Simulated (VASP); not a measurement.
Input of a VASP 6.6.1 run:

File INCAR:

```
SYSTEM = PbSe
ALGO = Normal
EDIFF = 1E-6
ENCUT = 520
ISIF = 2
ISMEAR = -1
LASPH = .TRUE.
LCHARG = .TRUE.
LELF = .TRUE.
LREAL = .FALSE.
LVHAR = .TRUE.
LWAVE = .FALSE.
NBANDS = 17
NELM = 60
PREC = Accurate
SIGMA = 0.05
```

KPOINTS

```
k-points
0
G
  8 8 8
  0 0 0
```

Contents of POSCAR:

```
PbSe
1.0
    0.0000000000      3.0198231897      3.0198231897
    3.0198231897      0.0000000000      3.0198231897
    3.0198231897      3.0198231897      0.0000000000
Pb Se
1 1
Direct
    0.0000000000      0.0000000000      0.0000000000
    0.5000000000      0.5000000000      0.5000000000
```

Potentials or basis: VASP PAW LDA potentials, release 64 (Pb_d, Se).

Run with:

```sh
$ cat potpaw_LDA.64/Pb_d/POTCAR potpaw_LDA.64/Se/POTCAR > POTCAR
$ mpirun -np 1 vasp_std > vasp.out
```

Question: What does it give for the band gap on the k mesh?

Answer: 0.02 eV, direct.

Question: Predict the pressure.

Answer: 0.1 GPa.

Caveat: spin-orbit coupling is left out, which moves the levels of the heavy elements.

**Experimental background.**

From a printed reference work, monograph, for a bulk crystal of PbSe at 300 K: band gap 0.28 eV (direct).

A measured gap of PbSe is 0.28 eV (direct; 300 K; a printed reference work, monograph); the calculated 0.02 eV misses it by -0.26 eV. 2 values of this kind are on record (0.15 to 0.28 eV); this one was drawn at random. Spin-orbit coupling on Pb, Se is left out. The value is that of LDA on a finite k mesh, which can miss the band edges, without temperature or zero-point motion. Semilocal functionals fall short of measured gaps as a rule.
